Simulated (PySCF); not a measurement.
Spectrum to structure. Level of theory: TDDFT PBE0/def2-SVPD, vertical, gas phase, core orbitals frozen in the response (PySCF). Geometries: GFN2-xTB, one conformer each.

```csv
state,E (eV),f,"main configurations (H = HOMO, L = LUMO)"
S1,4.77,0.116,H→L (98%)
S2,5.91,0.0057,H→L+1 (98%)
S3,6.57,0.0048,"H→L+2 (82%), H-1→L (14%)"
S4,6.62,0.0067,"H-2→L (84%), H→L+3 (14%)"
S5,6.67,0.0091,"H→L+3 (84%), H-2→L (15%)"
S6,6.94,0.0069,"H→L+5 (47%), H-1→L (35%), H→L+2 (13%)"
S7,7.05,0.0003,H-3→L (97%)
S8,7.09,0.055,H→L+4 (99%)
```

Triplets computed (Tamm–Dancoff): 2.84, 4.98, 5.82 eV.

Task: Which candidate is it? All have the formula C6H8.
A. 1-hexen-3-yne (`C(C=C)#CCC`)
B. 2-methyl-1-penten-3-yne (`CC(C#CC)=C`)
C. 1,3-cyclohexadiene (`C1CC=CC=C1`)

Result: C. Its S1, at 4.77 eV, is the lowest among the candidates; the nearest of the others has S1 at 5.16 eV. S1 is HOMO→LUMO (98%). Löwdin shares by element: HOMO carbon 77% or more (atoms not listed hold the other 23%); LUMO carbon 77% or more (atoms not listed hold the other 23%). At the same level the other candidates give, for their lowest levels:
- `C=C(C)C#CC`: 5.34 eV (f 0.000); 5.63 eV (f 0.318); 6.21 eV (f 0.000); 6.40 eV (f 0.001); 6.85 eV (f 0.002); T1 3.48 eV; HOMO -6.60, LUMO -0.42 eV
- `C=CC#CCC`: 5.16 eV (f 0.000); 5.52 eV (f 0.329); 6.14 eV (f 0.001); 6.42 eV (f 0.000); 7.08 eV (f 0.060); T1 3.39 eV; HOMO -6.72, LUMO -0.65 eV
